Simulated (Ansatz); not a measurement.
The system is HfN.

```
Hf N
1.0
     2.82503    0.00000    0.00000
     0.00000    2.82503    0.00000
     0.00000    0.00000    2.82503
Hf N
1 1
Direct
  0.50000 0.50000 0.50000
  0.00000 0.00000 0.00000
```

The cell was built by a generator and needn't be a form met in nature.

Program: Ansatz 0.2.0. Alike in all runs: task projected density of states; level r2SCAN+U; potentials or basis Ansatz PAW; no spin polarisation; cell as given; k mesh 9 × 9 × 9; cutoff (eV) 500; smearing fermi-dirac 0.05 eV.

**Question.** Order these runs on this cell by their pressure, lowest first.
A. U Hf d U = 8 eV
B. U Hf d U = 3 eV
C. U Hf d U = 4 eV
D. U Hf d U = 2 eV
E. U Hf d U = 5 eV

**Answer.** D (-2.1 GPa), B (-0.4 GPa), C (1.4 GPa), E (3.3 GPa), A (9.5 GPa).

Caveats: U without spin polarisation on a metal has little footing; the PAW data sets come from PBE, with cores solved anew for the run's functional, which leaves a small shift of forces and pressure; the density of states is complete only up to the lowest level of the last band computed.
